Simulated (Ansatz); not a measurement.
Input of an Ansatz 0.2.0 run:

Contents of input.yaml:

```yaml
crystal:
  lattice:
    - [0.0, 2.3495, 2.3495]
    - [2.3495, 0.0, 2.3495]
    - [2.3495, 2.3495, 0.0]
  atoms:
    - { symbol: Cd, position: [0.0, 0.0, 0.0] }
    - { symbol: O, position: [0.5, 0.5, 0.5] }
kpoints:
  mp_grid: { grid: [10, 10, 10] }
scf:
  occupations: { method: fermi_dirac, width: 0.05 }
hamiltonian:
  xc: pbesol
  pseudopotentials: { kind: all_electron, lapw: { basis_error: 0.001 } }
output:
  forces: true
  stress: true
  eigenvalues: true
  populations: true
```

Potentials or basis: all-electron LAPW, scalar-relativistic.

The run is started by

```sh
$ ansatz run input.yaml --threads 1 --pin off --max-ram 3072MiB --backend cpu --events-out ev --progress --plain --runs-dir out
```

(1) Estimate the Loewdin charges.

(2) Predict the pressure.

(3) Predict the band gap on the k mesh.

## Answers

(1) Cd +1.35; O -1.16 e.

(2) -0.8 GPa.

(3) none (metal or under the smearing width).

Caveat: this crystal is a semiconductor, whose small gap the functional closes, so the metal is an error of the method.
